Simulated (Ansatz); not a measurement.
The system is Ga.

```xyz
2
Lattice="1.3830 -4.0265 0.0000 1.3830 4.0265 0.0000 -0.1174 0.0000 3.3299" Properties=species:S:1:pos:R:3 pbc="T T T"
Ga    1.2949    2.9716    2.4974
Ga    1.3536   -2.9716    0.8325
```

This isn't the form of Ga at room conditions, which is orthorhombic.

```yaml
Program: Ansatz 0.2.0
Task: relaxation of cell and atoms
Functional: PBEsol0
Potentials_or_basis: Ansatz PAW
Cutoff: "420 eV (not typed: the program's choice for these potentials)"
k_mesh: 5 × 5 × 4
Occupations: fermi-dirac, width 0.05 eV
Spin: no spin polarisation
```

At the start: volume 18.54 Å³/atom.

Task: Where does the relaxation end?

Result: It ends after 9 steps and the volume is 17.54 Å³/atom (-5.4 %); space group C2/c (No. 15, to 0.05 Å).

The path:
```
step  energy change (eV)  largest force (eV/Å)  volume (Å³)
   1              0.0000                0.3975        37.09
   2             -0.0439                0.1370        35.32
   3             -0.0701                0.0875        35.50
   4             -0.0815                0.0563        34.91
   5             -0.0932                0.0520        34.99
   6             -0.0936                0.0033        35.08
   7             -0.0936                0.0065        35.10
   8             -0.0936                0.0005        35.08
   9             -0.0921                0.0004        35.08
```

Final structure:
```
Ga
1.0
     1.38782   -3.90382   -0.07267
     1.38782    3.90382   -0.07267
    -0.29284    0.00000    3.25301
Ga
2
Direct
  0.13742 0.86258 0.75000
  0.86258 0.13742 0.25000
```

Caveat: the k mesh is coarse (spacing up to 0.48 Å⁻¹), so the values aren't converged, least of all with exact exchange; the plane-wave basis is chosen anew once the cell has moved, so the energies of steps on either side of that aren't comparable; the PAW data sets come from PBE, with cores solved anew for the run's functional, which leaves a small shift of forces and pressure.
